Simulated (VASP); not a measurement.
Co in VASP: the effect of functional

The system is Co, a slab with vacuum.

```
Co
1.0
     2.48736    0.00000    0.00000
    -1.24368    2.15412    0.00000
     0.00000    0.00000   23.12658
Co
5
Cartesian
  1.2437 0.7180 7.5000
  0.0000 1.4361 9.4515
  1.2437 0.7180 11.5633
  0.0000 1.4361 13.5148
  1.2437 0.7180 15.6266
```

Alike in all runs:

| Quantity | Value |
| --- | --- |
| Program | VASP 6.6.1 |
| Task | relaxation of the atoms |
| Cutoff | 520 eV |
| k mesh | 9 × 9 × 1 |
| Occupations | fermi-dirac, width 0.05 eV |
| Spin | collinear spin, ferromagnetic start |
| Starting moments | [2.0, 2.0, 2.0, 2.0, 2.0] μB |

Each run relaxes the cell or the atoms first.

| functional | potentials or basis | moment (μB) |
| --- | --- | --- |
| LDA | VASP PAW LDA potentials, release 64 (Co) | ? |
| PBEsol | VASP PAW PBE potentials, release 64 (Co) | 7.94 |
| RPBE | VASP PAW PBE potentials, release 64 (Co) | 8.08 |
| revPBE | VASP PAW PBE potentials, release 64 (Co) | 8.06 |
| BLYP | VASP PAW PBE potentials, release 64 (Co) | 8.03 |

**Question.** What does the run with functional LDA give?

**Answer.** Moment 7.76 μB.

Runs at the PBE level aren't shown here.
